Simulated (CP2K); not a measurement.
**Ti: single point with RPBE**

Crystal: Ti.

```
Ti
1.0
     2.87085    0.00000    0.00000
     1.43543    2.48623    0.00000
     1.43543    0.82874    2.34404
Ti
1
Direct
  0.00000 0.00000 0.00000
```

This isn't the form of Ti at room conditions, which is hcp.

```json
{"Program": "CP2K 2026.2", "Task": "single point", "Functional": "RPBE", "Potentials or basis": "GTH_POTENTIALS Ti GTH-PBE-q12; DZVP-MOLOPT-SR-GTH basis", "Density cutoff": "6123 eV", "k mesh": "9 × 9 × 9", "Occupations": "fermi-dirac, width 0.1 eV", "Spin": "no spin polarisation", "SCF solver": "diagonalisation with k points", "Quickstep method": "GPW", "EPS_DEFAULT": "1.0E-9", "EPS_SCF": "1.0E-6", "MAX_SCF": "100", "SCF_GUESS": "ATOMIC", "k points reduced by the point group": "yes", "Mesh centred on Gamma": "yes", "CHOLESKY": "OFF", "EPS_EIGVAL": "1.0E-7", "MIXING METHOD": "BROYDEN_MIXING", "MIXING ALPHA": "0.4", "MIXING BETA (1/bohr)": "1.5", "NBUFFER": "8", "NGRIDS": "5", "REL_CUTOFF (Ry)": "60", "Basis sets": "Ti DZVP-MOLOPT-SR-GTH-q12", "Potentials": "Ti GTH-PBE-q12 of GTH_POTENTIALS", "ADDED_MOS": "[11]", "CUTOFF of the grids": "450 Ry"}
```

```
Pressure               : 8.6 GPa
Band gap on the k mesh : none (metal or under the smearing width)
```

Levels at points of the mesh, in eV from the Fermi level:
```csv
k point,band 4,band 5,band 6,band 7,band 8,band 9
"(0.00, 0.00, 0.00)",-32.38,-6.16,0.88,0.88,0.88,2.61
```

It took 33 s on 1 thread of Intel(R) Xeon(R) 6975P-C (Granite Rapids) (shared host), peak memory 0.28 GiB.

Caveat: the potentials were made for another functional, which shifts forces and pressure; the basis of atomic orbitals isn't converged, which shifts pressures, moduli and gaps.
